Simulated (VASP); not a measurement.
Se:

```
Se
1.0
     5.68100    3.27993    1.47633
    -5.68100    3.27993    1.47633
     0.00000   -6.55985    1.47633
Se
6
Cartesian
  0.6712 -4.5696 2.0098
  3.6218 2.8661 2.0098
  -4.2930 1.7035 2.0098
  -0.6712 4.5696 2.4192
  -3.6218 -2.8661 2.4192
  4.2930 -1.7035 2.4192
```

This isn't the form of Se at room conditions, which is trigonal, of chains.

```yaml
Program: VASP 6.6.1
Task: relaxation of cell and atoms
Functional: PBE
Potentials_or_basis: VASP PAW PBE potentials, release 64 (Se)
Cutoff: 520 eV
k_mesh: 8 × 8 × 8
Occupations: gaussian, width 0.1 eV
Spin: no spin polarisation
```

At the start: pressure 2.8 GPa; volume 27.51 Å³/atom.

How do energy, volume and symmetry change on relaxing?

Over 25 steps the energy falls by 32.9 meV/atom and the volume is 32.91 Å³/atom (+19.6 %); space group R-3 (No. 148, to 0.05 Å).

Step by step:
```tsv
step	energy change (eV)	largest force (eV/Å)	pressure (GPa)	volume (Å³)
1	0.0000	0.5059	2.83	165.05
2	-0.0042	0.5798	-2.07	176.92
3	-0.0672	0.1298	0.15	170.87
4	-0.0778	0.1237	0.12	171.97
5	-0.1049	0.1046	0.08	175.26
6	-0.1426	0.0779	0.11	181.78
7	-0.1702	0.1720	0.47	194.55
8	-0.1694	0.1641	-0.72	200.44
9	-0.1753	0.0556	-0.12	197.36
10	-0.1771	0.0502	-0.13	197.47
11	-0.1819	0.0355	-0.14	197.80
12	-0.1884	0.0315	-0.13	198.38
13	-0.1864	0.1137	-0.01	199.32
14	-0.1900	0.0638	-0.07	198.80
15	-0.1934	0.0562	0.08	198.15
16	-0.1941	0.0596	0.18	197.69
17	-0.1931	0.1036	-0.32	198.91
18	-0.1948	0.0324	-0.02	198.17
19	-0.1953	0.0291	-0.02	198.13
20	-0.1964	0.0198	-0.03	198.00
21	-0.1972	0.0166	-0.04	197.73
22	-0.1968	0.0529	0.21	196.80
23	-0.1973	0.0183	0.04	197.46
24	-0.1973	0.0122	-0.03	197.45
25	-0.1974	0.0018	0.00	197.46
```

Final structure:
```cif
data_structure
_symmetry_space_group_name_H-M 'P 1'
_symmetry_Int_Tables_number 1
_cell_length_a 6.6410
_cell_length_b 6.6410
_cell_length_c 6.6410
_cell_angle_alpha 112.384
_cell_angle_beta 112.384
_cell_angle_gamma 112.384
_cell_volume 197.46
loop_
_atom_site_label
_atom_site_type_symbol
_atom_site_fract_x
_atom_site_fract_y
_atom_site_fract_z
_atom_site_occupancy
Se1 Se 0.26636 0.13864 0.88550 1
Se2 Se 0.88550 0.26636 0.13864 1
Se3 Se 0.13864 0.88550 0.26636 1
Se4 Se 0.73364 0.86136 0.11450 1
Se5 Se 0.11450 0.73364 0.86136 1
Se6 Se 0.86136 0.11450 0.73364 1
```

Caveat: the volume moved by over 15 % at a fixed basis, so the end points are rough; the volume moved by +20 % from the deposited cell, more than functionals usually miss.
